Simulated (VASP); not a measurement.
Wanted: the native input for a VASP 6.6.1 run.

```yaml
Task: band structure
Functional: PBE
Potentials_or_basis: VASP PAW PBE potentials, release 64 (Ir, O)
Cutoff: 520 eV
k_mesh: 6 × 6 × 6
Occupations: methfessel-paxton, width 0.1 eV
Spin: spin-orbit coupling, no magnetisation
Further_INCAR_settings: ALGO = Fast; EDIFF = 1e-06; NBANDS = 58
```

The structure of IrO2 lies in POSCAR:

```
IrO2                                    
1.0
    4.4837704582      0.0000000000      0.0000000000
    0.0000000000      4.4837704582      0.0000000000
    0.0000000000      0.0000000000      3.1637946956
  Ir              O             
     2     4
Direct
     0.0000000000000000    0.0000000000000000    0.0000000000000000
     0.5000000000000000    0.5000000000000000    0.5000000000000000
     0.3088508813558264    0.3088508813558264    0.0000000000000000
     0.1911491186441736    0.8088508813558264    0.5000000000000000
     0.6911491186441736    0.6911491186441736    0.0000000000000000
     0.8088508813558264    0.1911491186441736    0.5000000000000000
```

One way to write it, as run:

INCAR

```
  PREC = Accurate
  ENCUT = 520
  EDIFF = 1E-6
  ISMEAR = 1
  SIGMA = 0.1
  LREAL = F
  LASPH = T
  NELM = 80
  ALGO = Fast
  ISIF = 2
  LWAVE = F
  LCHARG = F
  LNONCOLLINEAR = T
  MAGMOM = 0 0 0 0 0 0 0 0 0 0 0 0 0 0 0 0 0 0
  LORBIT = 11
  LSORBIT = T
  GGA_COMPAT = F
  LMAXMIX = 4
  GGA = PE
  NBANDS = 58
  KPAR = 2
```

KPOINTS

```
regular mesh
0
Gamma
  6 6 6
```

KPOINTS_OPT

```
explicit points
168
Reciprocal
 0.0000000000  0.0000000000  0.0000000000 1
 0.0000000000  0.0555555556  0.0000000000 1
 0.0000000000  0.1111111111  0.0000000000 1
 0.0000000000  0.1666666667  0.0000000000 1
 0.0000000000  0.2222222222  0.0000000000 1
 0.0000000000  0.2777777778  0.0000000000 1
[... 160 lines left out ...]
 0.0000000000  0.0000000000  0.5175947400 1
 0.0000000000  0.0000000000  0.4824052600 1
```

Potentials or basis: VASP PAW PBE potentials, release 64 (Ir, O).

Command:

```bash
$ cat potpaw_PBE.64/Ir/POTCAR potpaw_PBE.64/O/POTCAR > POTCAR
$ mpirun -np 2 vasp_ncl > vasp.out
```

It gave:

* Pressure: 11.3 GPa
* Largest force: 0.099 eV/Å
* Valence electrons inside the program's atomic spheres: Ir 8.36; O 5.02

It took 9.3 min on 2 MPI ranks on Intel(R) Xeon(R) Platinum 8259CL CPU @ 2.50GHz (Skylake/Cascade Lake), on a shared host, peak memory 0.59 GiB a rank.
